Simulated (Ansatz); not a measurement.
KBr:

```
CELL_PARAMETERS angstrom
0.00000 3.30000 3.30000
3.30000 0.00000 3.30000
3.30000 3.30000 0.00000
ATOMIC_POSITIONS crystal
Br 0.50000 0.50000 0.50000
K 0.00000 0.00000 0.00000
```

```yaml
Program: Ansatz 0.2.0
Task: single point
Functional: PBE
Potentials_or_basis: Ansatz PAW
Cutoff: "420 eV (not typed: the program's choice for these potentials)"
k_mesh: 7 × 7 × 7
Occupations: fermi-dirac, width 0.05 eV
Spin: no spin polarisation
```

On this cell: pressure 0.7 GPa; largest force zero by symmetry; band gap on the k mesh 4.44 eV, direct.

The same run follows on a disturbed copy (atoms moved at random, drawn with an rms of 0.05 Å):

```xyz
2
Lattice="0.0000 3.3000 3.3000 3.3000 0.0000 3.3000 3.3000 3.3000 0.0000" Properties=species:S:1:pos:R:3 pbc="T T T"
Br    3.3323    3.3097    3.3103
K     0.0259   -0.0284    0.0328
```

Q: What does the disturbed cell give?

A: The energy moves by +0.6 meV/atom; pressure 0.7 GPa; largest force 0.055 eV/Å; band gap on the k mesh 4.44 eV, direct.

Forces on the atoms (eV/Å):
```
Br  -0.008 -0.047  0.027
K    0.008  0.047 -0.027
```

Caveats: odd divisions of the mesh miss points on the zone boundary, where band edges often lie, so the gap on the mesh can be too wide.

A k mesh can miss the band edges.
